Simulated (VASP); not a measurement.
# Input and output of a VASP PBE single-point calculation on NaF (CsCl)

INCAR

```
ENCUT = 520
NBANDS = 14
NSW = 0
LWAVE = .FALSE.
IBRION = -1
SIGMA = 0.02
ISIF = 2
NELM = 120
EDIFF = 1E-7
LASPH = .TRUE.
ISMEAR = -1
LREAL = .FALSE.
GGA = PE
LCHARG = .FALSE.
PREC = Accurate
```

KPOINTS

```
KPOINTS created by Atomic Simulation Environment
0
Gamma
10 10 10
0 0 0
```

KPOINTS_OPT

```
special points
4
Reciprocal
0.0000000000 0.0000000000 0.0000000000 1
0.0000000000 0.5000000000 0.0000000000 1
0.5000000000 0.5000000000 0.0000000000 1
0.5000000000 0.5000000000 0.5000000000 1
```

POSCAR

```
Na F
 1.0000000000000000
     2.7934851914443364   -0.0000000000000000   -0.0000000000000000
    -0.0000000000000000    2.7934851914443364   -0.0000000000000000
    -0.0000000000000000   -0.0000000000000000    2.7934851914443364
 Na  F
   1   1
Cartesian
 -0.0000000000000000  0.0000000000000000  0.0000000000000000
  1.3967425957221682  1.3967425957221682  1.3967425957221682
```

VASP ran with the recommended PBE PAW datasets (14 valence electrons in the cell).

Command

```
mpirun -np 1 vasp_std
```

From OUTCAR

```
k-points           NKPTS =     56   k-points in BZ     NKDIM =     56   number of bands    NBANDS=     14

   NELECT =      14.0000    total number of electrons

   dimension x,y,z NGX =    24 NGY =   24 NGZ =   24
   dimension x,y,z NGXF=    48 NGYF=   48 NGZF=   48

  energy-cutoff  :      520.00
  volume of cell :       21.80
      direct lattice vectors                 reciprocal lattice vectors
     2.793485191  0.000000000  0.000000000     0.357975766  0.000000000  0.000000000
     0.000000000  2.793485191  0.000000000     0.000000000  0.357975766  0.000000000
     0.000000000  0.000000000  2.793485191     0.000000000  0.000000000  0.357975766

 k-points in reciprocal lattice and weights: KPOINTS created by Atomic Simulation Env
   0.00000000  0.00000000  0.00000000       0.001
   0.10000000  0.00000000  0.00000000       0.006
   0.20000000  0.00000000  0.00000000       0.006
   0.30000000  0.00000000  0.00000000       0.006
   0.40000000  0.00000000  0.00000000       0.006
   0.50000000  0.00000000  0.00000000       0.003
   0.10000000  0.10000000  0.00000000       0.012
   0.20000000  0.10000000  0.00000000       0.024
   ...

 E-fermi :  -0.1289

 k-point     1 :       0.0000    0.0000    0.0000
  band No.  band energies     occupation
      1     -20.6506      2.00000
      2     -20.6506      2.00000
      3     -20.6506      2.00000
      4     -20.5074      2.00000
      5      -0.9509      2.00000
      6      -0.9509      2.00000
      7      -0.9509      2.00000
      8       5.4993      0.00000
      9      15.1641      0.00000
     10      15.1641      0.00000
     11      23.4084      0.00000
     12      23.4084      0.00000
     13      23.4084      0.00000
     14      30.6845      0.00000

 k-point     2 :       0.1000    0.0000    0.0000
  band No.  band energies     occupation
      1     -20.8428      2.00000
      2     -20.6477      2.00000
      3     -20.6477      2.00000
      4     -20.3083      2.00000
      5      -1.2339      2.00000
      6      -0.9390      2.00000
      7      -0.9390      2.00000
      8       5.8443      0.00000
      9      15.0182      0.00000
     10      15.3542      0.00000
     11      23.3725      0.00000
     12      23.3725      0.00000
     13      23.6901      0.00000
     14      29.6302      0.00000

 k-point     3 :       0.2000    0.0000    0.0000
  band No.  band energies     occupation
      1     -21.0674      2.00000
      2     -20.6400      2.00000
      3     -20.6400      2.00000
      4     -20.0626      2.00000
      5      -1.8892      2.00000
      6      -0.9076      2.00000
      7      -0.9076      2.00000
      8       6.7267      0.00000
      9      14.4945      0.00000
     10      15.9234      0.00000
     11      23.2771      0.00000
     12      23.2771      0.00000
     13      24.6662      0.00000
     14      27.4640      0.00000

 k-point     4 :       0.3000    0.0000    0.0000
  band No.  band energies     occupation
      1     -21.2514      2.00000
      2     -20.6306      2.00000
      3     -20.6306      2.00000
      4     -19.8504      2.00000
      5      -2.5875      2.00000
      6      -0.8684      2.00000
      7      -0.8684      2.00000
      8       7.9096      0.00000
      9      13.5378      0.00000
     10      16.8673      0.00000
     11      23.1468      0.00000
     12      23.1468      0.00000
     13      24.6224      0.00000
     14      26.4463      0.00000

 k-point     5 :       0.4000    0.0000    0.0000
  band No.  band energies     occupation
      1     -21.3725      2.00000
      2     -20.6229      2.00000
      3     -20.6229      2.00000
      4     -19.7038      2.00000
      5      -3.0932      2.00000
      6      -0.8363      2.00000
      7      -0.8363      2.00000
      8       9.2347      0.00000
      9      12.2897      0.00000
     10      18.1626      0.00000
     11      22.1852      0.00000
     12      23.0274      0.00000
     13      23.0274      0.00000
     14      25.8522      0.00000

 k-point     6 :       0.5000    0.0000    0.0000
  band No.  band energies     occupation
      1     -21.4147      2.00000
      2     -20.6200      2.00000
      3     -20.6200      2.00000
      4     -19.6508      2.00000
      5      -3.2759      2.00000
      6      -0.8239      2.00000
      7      -0.8239      2.00000
      8      10.2613      0.00000
      9      11.2761      0.00000
     10      19.3686      0.00000
     11      20.5982      0.00000
     12      22.9774      0.00000
     13      22.9774      0.00000
     14      25.5841      0.00000

 k-point     7 :       0.1000    0.1000    0.0000
  band No.  band energies     occupation
      1     -20.9112      2.00000
      2     -20.6736      2.00000
      3     -20.6448      2.00000
      4     -20.2049      2.00000
      5      -1.2987      2.00000
      6      -1.1229      2.00000
      7      -0.9263      2.00000
      8       6.1691      0.00000
      9      15.0717      0.00000
     10      15.3347      0.00000
     11      22.9515      0.00000
     12      23.3446      0.00000
     13      24.4015      0.00000
     14      27.7954      0.00000

 k-point     8 :       0.2000    0.1000    0.0000
  band No.  band energies     occupation
      1     -21.0695      2.00000
      2     -20.6778      2.00000
      3     -20.6373      2.00000
      4     -20.0182      2.00000
      5      -1.8694      2.00000
      6      -1.1298      2.00000
      7      -0.8930      2.00000
      8       7.0084      0.00000
      9      14.6295      0.00000
     10      15.7663      0.00000
     11      22.7826      0.00000
     12      23.2644      0.00000
     13      25.4656      0.00000
     14      25.6812      0.00000

 k-point     9 :       0.3000    0.1000    0.0000
  band No.  band energies     occupation
      1     -21.2265      2.00000
      2     -20.6648      2.00000
      3     -20.6281      2.00000
      4     -19.8419      2.00000
      5      -2.5388      2.00000
      6      -1.0743      2.00000
      7      -0.8514      2.00000
      8       8.1488      0.00000
      9      13.6649      0.00000
     10      16.5825      0.00000
     11      22.6472      0.00000
     12      23.1503      0.00000
     13      23.8082      0.00000
     14      26.3058      0.00000

 k-point    10 :       0.4000    0.1000    0.0000
  band No.  band energies     occupation
      1     -21.3358      2.00000
      2     -20.6517      2.00000
      3     -20.6206      2.00000
      4     -19.7170      2.00000
      5      -3.0287      2.00000
      6      -1.0266      2.00000
      7      -0.8173      2.00000
      8       9.4479      0.00000
      9      12.3941      0.00000
     10      17.6558      0.00000
     11      21.2819      0.00000
     12      23.0405      0.00000
     13      23.6684      0.00000
     14      25.5533      0.00000

 k-point    11 :       0.5000    0.1000    0.0000
  band No.  band energies     occupation
      1     -21.3747      2.00000
      2     -20.6466      2.00000
      3     -20.6177      2.00000
      4     -19.6715      2.00000
      5      -3.2062      2.00000
      6      -1.0081      2.00000
      7      -0.8042      2.00000
      8      10.5290      0.00000
      9      11.3074      0.00000
     10      18.4720      0.00000
     11      20.2426      0.00000
     12      22.9928      0.00000
     13      23.8440      0.00000
     14      25.3024      0.00000

 k-point    12 :       0.2000    0.2000    0.0000
  band No.  band energies     occupation
      1     -21.0957      2.00000
      2     -20.7340      2.00000
      3     -20.6303      2.00000
      4     -19.9229      2.00000
      5      -1.9293      2.00000
      6      -1.5456      2.00000
      7      -0.8546      2.00000
      8       7.7504      0.00000
      9      14.9036      0.00000
     10      15.2934      0.00000
     11      22.4584      0.00000
     12      23.2244      0.00000
     13      23.6781      0.00000
     14      26.4736      0.00000

 k-point    13 :       0.3000    0.2000    0.0000
  band No.  band energies     occupation
      1     -21.1644      2.00000
      2     -20.7436      2.00000
      3     -20.6215      2.00000
      4     -19.8265      2.00000
      5      -2.4169      2.00000
      6      -1.5671      2.00000
      7      -0.8066      2.00000
      8       8.7802      0.00000
      9      14.0196      0.00000
     10      15.7306      0.00000
     11      21.3992      0.00000
     12      23.1560      0.00000
     13      23.4603      0.00000
     14      25.4890      0.00000

 ...

  Total        0.5781821      0.5781821      0.5781821     -0.0000000      0.0000000     -0.0000000
  in kB       42.4948280     42.4948280     42.4948280     -0.0000000      0.0000000     -0.0000000
  external PRESSURE =      42.4948280 kB  Pullay stress =       0.0000000 kB

 POSITION                                       TOTAL-FORCE (eV/Angst)
 -----------------------------------------------------------------------------------
      0.00000      0.00000      0.00000         0.000000      0.000000      0.000000
      1.39674      1.39674      1.39674         0.000000      0.000000      0.000000
 -----------------------------------------------------------------------------------
    total drift:                                0.000000      0.000000     -0.000000

  FREE ENERGIE OF THE ION-ELECTRON SYSTEM (eV)
  ---------------------------------------------------
  free  energy   TOTEN  =        -8.2302200518 eV

  energy  without entropy=       -8.2302200518  energy(sigma->0) =       -8.23022005
```

```
gap between bands v and c : 6.11 eV
least direct gap          : 6.45 eV
pressure                  : 4.2 GPa
```

Band v is the last that the valence electrons fill when counted band by band, and c is the next.

The run took about 7.9 s on one core of a shared host (Intel Xeon Platinum 8488C) and held 0.15 GiB at most.
